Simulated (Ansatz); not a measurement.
A run of Ansatz 0.2.0:

input.yaml

```yaml
crystal:
  lattice:
    - [4.32562222, 0.0, 0.0]
    - [0.0, 4.32562222, 0.0]
    - [0.0, 0.0, 4.32562222]
  atoms:
    - { symbol: Cs, position: [0.0, 0.0, 0.0] }
    - { symbol: Br, position: [0.5, 0.5, 0.5] }
hamiltonian:
  xc: pbe
  pseudopotentials: { kind: paw }
kpoints:
  mp_grid: { grid: [6, 6, 6] }
  band_path:
    path:
      - [[0.0, 0.0, 0.0], [0.0, 0.5, 0.0], [0.5, 0.5, 0.0], [0.0, 0.0, 0.0], [0.5, 0.5, 0.5], [0.0, 0.5, 0.0]]
      - [[0.5, 0.5, 0.0], [0.5, 0.5, 0.5]]
    npoints: 14
scf:
  occupations: { method: fermi_dirac, width: 0.05 }
  n_extra_bands: 6
output:
  forces: true
  stress: true
  eigenvalues: true
  fatbands: true
```

Potentials or basis: Ansatz PAW.

Launch:

```bash
$ ansatz run input.yaml --threads 2 --pin off --max-ram 5632MiB --backend cpu --events-out ev --progress --plain --runs-dir out
```

Hardware: 2 threads of Arm Neoverse V1, on a shared host.

Problem. Estimate the wall time of this run.

Solution. Run time: 2.4 s on 2 threads of Arm Neoverse V1, with other jobs on the host, peak memory 0.31 GiB. Counts: scf iterations 6, plane waves 1575, k points 20, bands 14.
